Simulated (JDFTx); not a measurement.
**Sr: equation of state with PBEsol**

Sr:

```
CELL_PARAMETERS angstrom
0.00000 3.04235 3.04235
3.04235 0.00000 3.04235
3.04235 3.04235 0.00000
ATOMIC_POSITIONS crystal
Sr 0.00000 0.00000 0.00000
```

- Program: JDFTx 1.7.0 (patched build)
- Task: equation of state
- Functional: PBEsol
- Potentials or basis: PseudoDojo-SR-PBEsol-0.4.1-standard with smoothed tails
- Cutoff: 925 eV
- Density cutoff: 3701 eV
- k mesh: 8 × 8 × 8
- Occupations: fermi-dirac, width 0.05 eV
- Spin: no spin polarisation

```json
{
 "Equilibrium volume": "51.83 Å³/atom (rough: see the caveat)",
 "Bulk modulus": "12.5 GPa (rough)"
}
```

Energy against volume, from the lowest point:
| volume (Å³/atom) | energy (meV/atom) |
| --- | --- |
| 52.940 | 0.00 |
| 54.067 | 2.64 |
| 55.193 | 6.86 |
| 56.319 | 12.52 |
| 57.446 | 19.47 |
| 58.572 | 27.61 |
| 59.698 | 36.82 |

Caveat: the minimum lies outside the volumes run.
